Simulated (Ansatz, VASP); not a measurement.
# Si: VASP beside Ansatz

```
CELL_PARAMETERS angstrom
0.00000 2.74483 2.55214
2.74483 0.00000 2.55214
2.74483 2.74483 0.00000
ATOMIC_POSITIONS crystal
Si 0.50000 0.50000 0.50000
Si 0.75000 0.75000 0.75000
```

Alike in both runs: task single point; functional LDA; k mesh 12 × 12 × 12; occupations gaussian, width 0.05 eV; no spin polarisation.

```csv
,VASP,Ansatz
version,VASP 6.6.1,Ansatz 0.2.0
potentials or method,"VASP PAW LDA potentials, release 64 (Si)","scalar-relativistic, plane waves, PAW"
plane-wave cutoff (eV),520,420
valence electrons in the cell,8,8
```

```tsv
	VASP	Ansatz	Ansatz less VASP
gap on the k mesh at the Fermi level (eV)	none	none	-
pressure (GPa)	2.3	2.3	-0.06
largest component of the traceless stress (GPa)	3.97	3.97	+0.003
```

A gap of «none» marks a metal or a gap that the smearing closes. Ansatz warned: «pseudo_functional_mismatch».
